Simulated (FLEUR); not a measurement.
Runs of FLEUR MaX-R8.1 (later development tree) on MnO2. The structure is trigonal, space group P-3m1 (No. 164). Conventional cell: a = 2.857 Å, b = 2.857 Å, c = 4.601 Å, α = 90.00°, β = 90.00°, γ = 120.00°. Around Mn (site symmetry -3m) lie 6 O at 1.90 Å. Around O (site symmetry 3m) lie 3 Mn at 1.90 Å. Measurements of this composition are mostly on another form, of space group No. 136.

| U | gap on the mesh (eV) | moment (μB) |
| --- | --- | --- |
| Mn d U = 3 eV | 2.12 | 3.00 |
| Mn d U = 0.0 eV | 0.73 | 3.00 |
| Mn d U = 6 eV | (b) | 3.00 |
| Mn d U = 2 eV | 1.75 | 3.00 |
| Mn d U = 4 eV | 2.19 | 3.00 |
| Mn d U = 5 eV | (a) | 3.00 |

Alike in all rows: task single point; level PBEsol+U; potentials or basis all-electron, FLAPW; spin collinear, ferromagnetic start; cell as given; k mesh 9 × 9 × 5; smearing fermi-dirac 0.05 eV; kmax 5.24 1/bohr.

Estimate the missing entries.

(a) 2.11; (b) 2.02.

Caveats: an odd mesh through Γ misses points on the zone boundary, where band edges often lie; a cell with one magnetic atom can't hold antiferromagnetic order, which such compounds often take.
